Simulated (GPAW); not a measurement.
Computed results, one entry a study.

**ZnSe (Stilleite): G0W0 with GPAW, start to end**

The structure is cubic, space group F-43m (No. 216). The conventional cell has a = 5.668 Å, b = 5.668 Å, c = 5.668 Å, α = 90.00°, β = 90.00°, γ = 90.00°. Nearest to Zn lie 4 Se at 2.45 Å. Nearest to Se lie 4 Zn at 2.45 Å. Farther neighbours and most contacts between anions are not listed.

```
Zn Se
1.0
     0.00000    2.83380    2.83380
     2.83380    0.00000    2.83380
     2.83380    2.83380    0.00000
Zn Se
1 1
Direct
  0.00000 0.00000 0.00000
  0.25000 0.25000 0.25000
```

```yaml
method: DFT, LDA, plane waves, PAW (and 1 further level or step)
program: GPAW 26.7.0
settings_of_one_run: cutoff 600 eV, GPAW PAW setups 1.2.1 data release, 6×6×6 k-mesh, nbands 547
cost: 4 runs, 12 min in all on 4 MPI ranks of Intel Xeon Platinum 8259CL at 2.50GHz (Skylake/Cascade Lake), shared host (the runs of this entry)
notes: The cell and positions come from the Crystallography Open Database and are kept as given unless a step says otherwise. Limits: no spin-orbit coupling. Bands and cutoff are finite, so the gap is not at the basis limit. The miss can reach some tenths of an eV and take either sign; the mesh is an error of its own.
lda_gap: 1.04 eV, direct
g0w0_gap_on_the_mesh: 2.33 eV
gw_settings: 6×6×6 mesh, 249 bands, screening to 180 eV, Godby-Needs plasmon pole
known_limits: not at the basis limit; no spin-orbit coupling
```

G0W0 moves the gap on the mesh from 1.04 eV to 2.33 eV (+1.28 eV), with Z of 0.79 and 0.81 at the edges. Only 1 of the mesh's irreducible points was corrected, so a valley elsewhere could overtake.

[Paths, hosts, dates, memory and timing lines, banners, echoed tables and standing remarks are left out of the program output.]

[Logs are printed without paths, hosts, clocks, repeated set-up lines and the standing remarks that a program may print on its own settings, such as how far it seeks lower states.]

[Runs of the session that timed out or met a known fault of the program may be left out.]

[Hosts, paths, dates, database ids (printed as entryN), source tags and the programs' standing remarks are cut or masked in the printed files.]
